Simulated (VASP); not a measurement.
# CdTe (F-43m) in VASP: a series of runs

The runs below take CdTe through relaxation of the atoms, relaxation of cell and atoms, with PBE, PBEsol.

All numbers are computed with VASP 6.6.1; they aren't measurements. Logs are shortened: lines on timing, memory, paths and dates and some standing lists are left out, and cuts for length are marked.

### 1 The structure

It takes space group F-43m (No. 216, cubic). Conventional cell: a = 6.410 Å, b = 6.410 Å, c = 6.410 Å, α = 90.00°, β = 90.00°, γ = 90.00°. Cd (site symmetry -43m) is surrounded by 4 Te at 2.78 Å. Te (site symmetry -43m) has 4 Cd at 2.78 Å as nearest neighbours.

### 2 Relaxation of the atoms, PBE (a relaxed cell with its volume scaled by 1.02)

Contents of INCAR:

```
PREC = Accurate
ENCUT = 300
EDIFF = 1E-7
ISMEAR = 0
SIGMA = 0.03
LREAL = False
LASPH = True
NELM = 80
ALGO = Normal
ISIF = 2
LWAVE = False
LCHARG = False
GGA = PE
IBRION = 2
NSW = 40
EDIFFG = -0.01
```

Contents of KPOINTS:

```
Automatic mesh
0
Gamma
  4 4 4
```

Contents of POSCAR:

```
CdTe                                    
1.0
   -0.0000000000      3.3393204377      3.3393204377
    3.3393204377      0.0000000000      3.3393204377
    3.3393204377      3.3393204377     -0.0000000000
  Cd              Te            
     1     1
Direct
     0.0000000000000000    0.0000000000000000    0.0000000000000000
     0.2500000000000000    0.2500000000000000    0.2500000000000000
```

Potentials or basis: VASP PAW PBE potentials, release 64 (Cd, Te).

On the command line:

```sh
> cat potpaw_PBE.64/Cd/POTCAR potpaw_PBE.64/Te/POTCAR > POTCAR
> mpirun -np 1 vasp_std > vasp.out
```

OUTCAR:

```text
PREC = Accurate
   ENCUT = 300
   EDIFF = 1E-7
   ISMEAR = 0
   LREAL = False
   LASPH = True
   NELM = 80
   ISIF = 2
   GGA = PE
   IBRION = 2
   NSW = 40
   EDIFFG = -0.01

 ion  position               nearest neighbor table
   1  0.000  0.000  0.000-   2 2.89   2 2.89   2 2.89   2 2.89
   2  0.250  0.250  0.250-   1 2.89   1 2.89   1 2.89   1 2.89

  LATTYP: Found a face centered cubic cell.
 ALAT       =     6.6786408754

  Lattice vectors:

 A1 = (   0.0000000000,   3.3393204377,   3.3393204377)
 A2 = (   3.3393204377,   0.0000000000,   3.3393204377)
 A3 = (   3.3393204377,   3.3393204377,   0.0000000000)

Analysis of symmetry for initial positions (statically):
=====================================================================
 Subroutine PRICEL returns:
 Original cell was already a primitive cell.

 Routine SETGRP: Setting up the symmetry group for a
 face centered cubic supercell.

 Subroutine GETGRP returns: Found 24 space group operations
 (whereof 24 operations were pure point group operations)
 out of a pool of 48 trial point group operations.

The static configuration has the point symmetry T_d .

Analysis of symmetry for dynamics (positions and initial velocities):
=====================================================================
 Subroutine PRICEL returns:
 Original cell was already a primitive cell.

 Routine SETGRP: Setting up the symmetry group for a
 face centered cubic supercell.

 Subroutine GETGRP returns: Found 24 space group operations
 (whereof 24 operations were pure point group operations)
 out of a pool of 48 trial point group operations.

The dynamic configuration has the point symmetry T_d .

 Subroutine INISYM returns: Found 24 space group operations
 (whereof 24 operations are pure point group operations),
 and found     1 'primitive' translations

----------------------------------------------------------------------------------------

                                     Primitive cell

  volume of cell :      74.4739

  direct lattice vectors                    reciprocal lattice vectors
     0.000000000  3.339320438  3.339320438    -0.149731063  0.149731063  0.149731063
     3.339320438  0.000000000  3.339320438     0.149731063 -0.149731063  0.149731063
     3.339320438  3.339320438  0.000000000     0.149731063  0.149731063 -0.149731063

  length of vectors
     4.722512252  4.722512252  4.722512252     0.259341809  0.259341809  0.259341809

  position of ions in fractional coordinates (direct lattice)
     0.000000000  0.000000000  0.000000000
[... 74 lines left out ...]
   EMIN   =  10.00;   EMAX   =-10.00  energy-range for DOS
   EFERMI =   0.00;   METHOD = LEGACY
   ISMEAR =     0;   SIGMA  =   0.03  broadening in eV -4-tet -1-fermi 0-gaus
   EFERMI_NEDOS =   21; number of points for ismear=-14 and -15
   IALGO  =     38    algorithm
   IMIX   =      4    mixing-type and parameters
     AMIX     =   0.40;   BMIX     =  1.00
     AMIX_MAG =   1.60;   BMIX_MAG =  1.00
  volume/ion in A,a.u.               =      37.24       251.29
  Fermi-wavevector in a.u.,A,eV,Ry     =   1.019759  1.927065 14.148815  1.039909
  Thomas-Fermi vector in A             =   2.153291
   LORBIT       =      0    0 simple, 1 ext, 2 COOP (PROOUT), +10 PAW based schemes
   GGA     = PE    functional components
   LHFCALC =     F    Hartree Fock is set to
   AEXX    =    0.0000 exact exchange contribution
   IVDW    =     0    specifies the selected vdW correction
   LEPSILON=     F    determine dielectric tensor
   LRPA    =     F    only Hartree local field effects (RPA)
 conjugate gradient relaxation of ions
 non-spin polarized calculation
 Gauss-broadening in eV      SIGMA  =   0.03
  energy-cutoff  :      300.00
  volume of cell :       74.47
 maximum number of plane-waves:       893
 NGX is ok and might be reduce to    28
   NGX = 13   NGY = 13   NGZ = 13

 number of electron      17.9999990 magnetization

 Free energy of the ion-electron system (eV)
  ---------------------------------------------------
  ext. energy  EPLUGINS =         0.00000000
  ---------------------------------------------------
  free energy    TOTEN  =        -4.75121084 eV

  energy without entropy =       -4.75121084  energy(sigma->0) =       -4.75121084

 E-fermi :   1.7933     XC(G=0):  -8.1789

 val. band max:        1.6015368538   @ k =   0.0000   0.0000   0.0000
 cond. band min:       2.0839058693   @ k =   0.0000   0.0000   0.0000
 fundamental gap:      0.4823690155
 Fermi energy:         1.7932898796

 k-point     1 :       0.0000    0.0000    0.0000
  band No.  band energies     occupation
      1      -9.0948      2.00000
      2      -6.4289      2.00000
      3      -6.4289      2.00000
      4      -6.4289      2.00000
      5      -6.2304      2.00000
      6      -6.2304      2.00000
      7       1.6015      2.00000
      8       1.6015      2.00000
      9       1.6015      2.00000
     10       2.0839      0.00000
     11       6.2292      0.00000
     12       6.2292      0.00000
     13       6.2292      0.00000
[... 98 lines left out ...]
  band No.  band energies     occupation
      1      -8.6805      2.00000
      2      -6.3372      2.00000
      3      -6.3287      2.00000
      4      -6.2520      2.00000
      5      -6.2283      2.00000
      6      -5.7736      2.00000
      7      -2.1935      2.00000
      8      -0.3919      2.00000
      9      -0.2492      2.00000
     10       5.5206      0.00000
     11       6.2921      0.00000
     12       7.0271      0.00000
     13       7.9205      0.00000

------------------------ aborting loop because EDIFF is reached ----------------------------------------

  FORCE on cell =-STRESS in cart. coord.  units (eV):
  Direction    XX          YY          ZZ          XY          YZ          ZX
  --------------------------------------------------------------------------------------
  -------------------------------------------------------------------------------------
  Total       -0.3025687     -0.3025687     -0.3025687      0.0000000      0.0000000     -0.0000000
  in kB       -6.5092404     -6.5092404     -6.5092404      0.0000000      0.0000000     -0.0000000
  external PRESSURE =      -6.5092404 kB  Pullay stress =       0.0000000 kB

 VOLUME and BASIS-vectors are now :
 -----------------------------------------------------------------------------
  energy-cutoff  :      300.00
  volume of cell :       74.47
      direct lattice vectors                 reciprocal lattice vectors
     0.000000000  3.339320438  3.339320438    -0.149731063  0.149731063  0.149731063
     3.339320438  0.000000000  3.339320438     0.149731063 -0.149731063  0.149731063
     3.339320438  3.339320438  0.000000000     0.149731063  0.149731063 -0.149731063

 POSITION                                       TOTAL-FORCE (eV/Angst)
 -----------------------------------------------------------------------------------
      0.00000      0.00000      0.00000         0.000000     -0.000000      0.000000
      1.66966      1.66966      1.66966        -0.000000      0.000000     -0.000000
 -----------------------------------------------------------------------------------
    total drift:                               -0.000002     -0.000002     -0.000003

  FREE ENERGIE OF THE ION-ELECTRON SYSTEM (eV)
  ---------------------------------------------------
  free  energy   TOTEN  =        -4.7512108381 eV

  energy  without entropy=       -4.7512108381  energy(sigma->0) =       -4.75121084

 reached required accuracy - stopping structural energy minimisation
```

OSZICAR:

```text
N       E                     dE             d eps       ncg     rms          rms(c)
DAV:   1     0.758029526331E+02    0.75803E+02   -0.60506E+03   208   0.740E+02
DAV:   2    -0.206192273784E+01   -0.77865E+02   -0.75755E+02   228   0.223E+02
DAV:   3    -0.497763647092E+01   -0.29157E+01   -0.29094E+01   248   0.462E+01
DAV:   4    -0.500668166554E+01   -0.29045E-01   -0.29041E-01   287   0.381E+00
DAV:   5    -0.500674177459E+01   -0.60109E-04   -0.60109E-04   238   0.165E-01    0.486E+00
DAV:   6    -0.476889743526E+01    0.23784E+00   -0.46794E-01   238   0.793E+00    0.407E+00
DAV:   7    -0.474993023076E+01    0.18967E-01   -0.12121E-01   223   0.239E+00    0.161E+00
DAV:   8    -0.475071000976E+01   -0.77978E-03   -0.10074E-02   218   0.127E+00    0.468E-01
DAV:   9    -0.475108996818E+01   -0.37996E-03   -0.10919E-03   218   0.353E-01    0.959E-02
DAV:  10    -0.475116088453E+01   -0.70916E-04   -0.12078E-04   233   0.111E-01    0.506E-02
DAV:  11    -0.475121169386E+01   -0.50809E-04   -0.91292E-05   216   0.639E-02    0.319E-02
DAV:  12    -0.475121091976E+01    0.77410E-06   -0.28935E-06   238   0.142E-02    0.188E-02
DAV:  13    -0.475121083808E+01    0.81684E-07   -0.64205E-07   228   0.411E-03
   1 F= -.47512108E+01 E0= -.47512108E+01  d E =-.475121E+01
```

CONTCAR:

```text
CdTe
   1.00000000000000
     0.0000000000000000    3.3393204377000001    3.3393204377000001
     3.3393204377000001    0.0000000000000000    3.3393204377000001
     3.3393204377000001    3.3393204377000001    0.0000000000000000
  Cd              Te
     1     1
Direct
     0.0000000000000000    0.0000000000000000    0.0000000000000000
     0.2500000000000000    0.2500000000000000    0.2500000000000000

  0.00000000E+00  0.00000000E+00  0.00000000E+00
  0.00000000E+00  0.00000000E+00  0.00000000E+00
```

It took 8.3 s on 1 thread of Intel Xeon Platinum 8488C (Sapphire Rapids), shared host; peak memory 0.15 GiB.

What came out:

```yaml
Free_energy: -4.7512 eV
Band_gap_on_the_k_mesh: 0.48 eV, direct
```

Final structure:
```xyz
2
Lattice="0.0000 3.3393 3.3393 3.3393 0.0000 3.3393 3.3393 3.3393 0.0000" Properties=species:S:1:pos:R:3 pbc="T T T"
Cd    0.0000    0.0000    0.0000
Te    1.6697    1.6697    1.6697
```

Levels at points of the mesh, in eV from the valence-band top:
```tsv
k point	band 7	band 8	band 9	band 10	band 11	band 12
(0.00, 0.00, 0.00)	0.00	0.00	0.00	0.48	4.63	4.63
(0.50, 0.00, 0.00)	-3.96	-0.65	-0.65	1.70	5.19	5.19
(0.50, 0.50, 0.00)	-3.91	-1.58	-1.58	2.64	2.78	8.38
```

Caveat: the cutoff is under 1.25 times the usual one of these potentials, so pressure, stress and relaxed cells hold a basis-set (Pulay) error; the relaxation stopped at its first step, so nothing moved; spin-orbit coupling is left out, which moves the levels of the heavy elements.

### 3 Relaxation of the atoms, PBE (a relaxed cell with its volume scaled by 1.04)

INCAR is that of step 2.

KPOINTS is that of step 2.

Contents of POSCAR:

```
CdTe                                    
1.0
   -0.0000000000      3.3610049442      3.3610049442
    3.3610049442      0.0000000000      3.3610049442
    3.3610049442      3.3610049442     -0.0000000000
  Cd              Te            
     1     1
Direct
     0.0000000000000000    0.0000000000000000    0.0000000000000000
     0.2500000000000000    0.2500000000000000    0.2500000000000000
```

Potentials or basis: VASP PAW PBE potentials, release 64 (Cd, Te).

On the command line:

```sh
> cat potpaw_PBE.64/Cd/POTCAR potpaw_PBE.64/Te/POTCAR > POTCAR
> mpirun -np 1 vasp_std > vasp.out
```

It took 5.2 s on 1 thread of Intel Xeon Platinum 8488C (Sapphire Rapids), shared host; peak memory 0.14 GiB.

It converged, with:

```
Free energy            : -4.7427 eV
Band gap on the k mesh : 0.43 eV, direct
```

Final structure:
```
Cd Te
1.0
     0.00000    3.36100    3.36100
     3.36100    0.00000    3.36100
     3.36100    3.36100    0.00000
Cd Te
1 1
Direct
  0.00000 0.00000 0.00000
  0.25000 0.25000 0.25000
```

Levels at points of the mesh, in eV from the valence-band top:
```
           k point  band 5  band 6  band 7  band 8  band 9  band 10  band 11  band 12  band 13
(0.00, 0.00, 0.00)   -7.80   -7.80    0.00    0.00    0.00     0.43     4.63     4.63     4.63
(0.50, 0.00, 0.00)   -7.79   -7.52   -3.86   -0.63   -0.63     1.68     5.19     5.19     6.91
(0.50, 0.50, 0.00)   -7.77   -7.42   -3.83   -1.53   -1.53     2.63     2.81     8.28     8.56
```

Caveat: the cutoff is under 1.25 times the usual one of these potentials, so pressure, stress and relaxed cells hold a basis-set (Pulay) error; the relaxation stopped at its first step, so nothing moved; spin-orbit coupling is left out, which moves the levels of the heavy elements.

### 4 Relaxation of the atoms, PBE (a relaxed cell with its volume scaled by 1.06)

INCAR is that of step 3.

KPOINTS is that of step 3.

Contents of POSCAR:

```
CdTe                                    
1.0
   -0.0000000000      3.3824131962      3.3824131962
    3.3824131962      0.0000000000      3.3824131962
    3.3824131962      3.3824131962     -0.0000000000
  Cd              Te            
     1     1
Direct
     0.0000000000000000    0.0000000000000000    0.0000000000000000
     0.2500000000000000    0.2500000000000000    0.2500000000000000
```

On the command line:

```sh
> cat potpaw_PBE.64/Cd/POTCAR potpaw_PBE.64/Te/POTCAR > POTCAR
> mpirun -np 1 vasp_std > vasp.out
```

Wall time 7.5 s (1 thread of Intel Xeon Platinum 8488C (Sapphire Rapids), shared host); peak memory 0.15 GiB.

The run converged. Its results:

| Property | Result |
| --- | --- |
| Free energy | -4.7292 eV |
| Band gap on the k mesh | 0.37 eV, direct |

Final structure:
```xyz
2
Lattice="0.0000 3.3824 3.3824 3.3824 0.0000 3.3824 3.3824 3.3824 0.0000" Properties=species:S:1:pos:R:3 pbc="T T T"
Cd    0.0000    0.0000    0.0000
Te    1.6912    1.6912    1.6912
```

Levels at points of the mesh, in eV from the valence-band top:
```csv
k point,band 6,band 7,band 8,band 9,band 10,band 11,band 12,band 13
"(0.00, 0.00, 0.00)",-7.76,0.00,0.00,0.00,0.37,4.64,4.64,4.64
"(0.50, 0.00, 0.00)",-7.50,-3.77,-0.61,-0.61,1.66,5.19,5.19,6.86
"(0.50, 0.50, 0.00)",-7.40,-3.75,-1.47,-1.47,2.62,2.85,8.19,8.46
```

Caveat: the cutoff is under 1.25 times the usual one of these potentials, so pressure, stress and relaxed cells hold a basis-set (Pulay) error; the relaxation stopped at its first step, so nothing moved; spin-orbit coupling is left out, which moves the levels of the heavy elements.

### 5 Relaxation of cell and atoms, PBEsol

Contents of INCAR:

```
SYSTEM = CdTe
PREC = Accurate
ENCUT = 600
EDIFF = 1E-6
ISMEAR = 0
SIGMA = 0.03
LREAL = .FALSE.
LASPH = .TRUE.
NELM = 80
ALGO = Normal
ISIF = 3
LWAVE = .FALSE.
LCHARG = .FALSE.
GGA = PS
IBRION = 2
NSW = 90
EDIFFG = -0.01
```

Contents of KPOINTS:

```
regular mesh
0
G
  8 8 8
  0 0 0
```

Contents of POSCAR:

```
CdTe
1.0
    0.0000000000      3.2050000000      3.2050000000
    3.2050000000      0.0000000000      3.2050000000
    3.2050000000      3.2050000000      0.0000000000
Cd Te
1 1
Direct
    0.0000000000      0.0000000000      0.0000000000
    0.2500000000      0.2500000000      0.2500000000
```

On the command line:

```sh
> cat potpaw_PBE.64/Cd/POTCAR potpaw_PBE.64/Te/POTCAR > POTCAR
> mpirun -np 1 vasp_std > vasp.out
```

It took 25 s on 1 thread of Intel Xeon 6975P-C (Granite Rapids), shared host; peak memory 0.23 GiB.

Results (log left out):

```yaml
Free_energy: -5.4888 eV
Relaxed_volume: 34.26 Å³/atom
Relaxed_cell: a = 4.593 Å, b = 4.593 Å, c = 4.593 Å, α = 60.00°, β = 60.00°, γ = 60.00°
Space_group_after_relaxing_to_0.05_Å: F-43m (No. 216)
Energy_gained_by_relaxing: 7.3 meV/atom
Ionic_steps: 3
Pressure_after_relaxing: 0.0 GPa
Band_gap_on_the_k_mesh: 0.64 eV, direct
```

The path:
```csv
step,energy change (eV),largest force (eV/Å),pressure (GPa),volume (Å³)
1,0.0000,0.0000,1.81,65.84
2,-0.0129,0.0000,-0.54,69.46
3,-0.0145,0.0000,0.00,68.52
```

Final structure:
```cif
data_structure
_symmetry_space_group_name_H-M 'P 1'
_symmetry_Int_Tables_number 1
_cell_length_a 4.5931
_cell_length_b 4.5931
_cell_length_c 4.5931
_cell_angle_alpha 60.000
_cell_angle_beta 60.000
_cell_angle_gamma 60.000
_cell_volume 68.52
loop_
_atom_site_label
_atom_site_type_symbol
_atom_site_fract_x
_atom_site_fract_y
_atom_site_fract_z
_atom_site_occupancy
Cd1 Cd 0.00000 0.00000 0.00000 1
Te1 Te 0.25000 0.25000 0.25000 1
```

Levels at points of the mesh, in eV from the valence-band top:
| k point | band 7 | band 8 | band 9 | band 10 | band 11 | band 12 |
| --- | --- | --- | --- | --- | --- | --- |
| (0.00, 0.00, 0.00) | 0.00 | 0.00 | 0.00 | 0.64 | 4.55 | 4.55 |
| (0.50, 0.00, 0.00) | -4.44 | -0.77 | -0.77 | 1.73 | 5.13 | 5.13 |
| (0.50, 0.50, 0.00) | -4.32 | -1.86 | -1.86 | 2.51 | 2.60 | 8.69 |

Caveat: the PAW data sets were made with another functional, which shifts forces and pressure a little; spin-orbit coupling is left out, which moves the levels of the heavy elements. Zero-point motion and thermal expansion aren't in these numbers.

### 6 Relaxation of cell and atoms, PBEsol

This run uses another cell than the first one, of 34.26 Å³/atom, 1.041 times its volume.

INCAR: that of step 5 with these lines changed.

```diff
@@ -3,3 +3,3 @@
 ENCUT = 600
-EDIFF = 1E-6
+EDIFF = 1E-7
 ISMEAR = 0
@@ -16,2 +16,2 @@
 NSW = 90
-EDIFFG = -0.01
+EDIFFG = -0.005
```

KPOINTS is that of step 5.

Contents of POSCAR:

```
CdTe                                    
1.0
    0.0000000000      3.2477981882      3.2477981882
    3.2477981882      0.0000000000      3.2477981882
    3.2477981882      3.2477981882      0.0000000000
  Cd              Te            
     1     1
Direct
     0.0000000000000000    0.0000000000000000    0.0000000000000000
     0.2500000000000000    0.2500000000000000    0.2500000000000000
```

Potentials or basis: VASP PAW PBE potentials, release 64 (Cd, Te).

On the command line:

```sh
> cat potpaw_PBE.64/Cd/POTCAR potpaw_PBE.64/Te/POTCAR > POTCAR
> mpirun -np 1 vasp_std > vasp.out
```

It took 15 s on 1 thread of Intel Xeon 6975P-C (Granite Rapids), shared host; peak memory 0.25 GiB.

Results (log left out):

```yaml
Free_energy: -5.4895 eV
Pressure_after_relaxing: 0.0 GPa
Band_gap_on_the_k_mesh: 0.64 eV, direct
```

Final structure:
```xyz
2
Lattice="0.0000 3.2478 3.2478 3.2478 0.0000 3.2478 3.2478 3.2478 0.0000" Properties=species:S:1:pos:R:3 pbc="T T T"
Cd    0.0000    0.0000    0.0000
Te    1.6239    1.6239    1.6239
```

Levels at points of the mesh, in eV from the valence-band top:
```tsv
k point	band 7	band 8	band 9	band 10	band 11	band 12
(0.00, 0.00, 0.00)	0.00	0.00	0.00	0.64	4.55	4.55
(0.50, 0.00, 0.00)	-4.44	-0.77	-0.77	1.73	5.13	5.13
(0.50, 0.50, 0.00)	-4.32	-1.86	-1.86	2.51	2.60	8.69
```

Caveat: the relaxation stopped at its first step, so nothing moved; the PAW data sets were made with another functional, which shifts forces and pressure a little; spin-orbit coupling is left out, which moves the levels of the heavy elements. As with any semilocal functional, this PBEsol gap is likely too small.

### 7 The runs side by side

```csv
task,level,cell,k mesh,cutoff (eV),gap on the mesh (eV)
relaxation of the atoms,PBE,atoms relaxed from: a relaxed cell with its volume scaled by 1.02,4 × 4 × 4,300,0.48
relaxation of the atoms,PBE,atoms relaxed from: a relaxed cell with its volume scaled by 1.04,4 × 4 × 4,300,0.43
relaxation of the atoms,PBE,atoms relaxed from: a relaxed cell with its volume scaled by 1.06,4 × 4 × 4,300,0.37
relaxation of cell and atoms,PBEsol,relaxed,8 × 8 × 8,600,0.64
```

Alike in all rows: potentials or basis VASP PAW PBE potentials, release 64 (Cd, Te); no spin polarisation; smearing gaussian 0.03 eV.

Caveats: the relaxation stopped at its first step, so nothing moved; spin-orbit coupling is left out, which moves the levels of the heavy elements; the cutoff is under 1.25 times the usual one of these potentials, so pressure, stress and relaxed cells hold a basis-set (Pulay) error (some runs); the PAW data sets were made with another functional, which shifts forces and pressure a little (some runs).

Absolute energies hang on the potentials; compare differences alone.
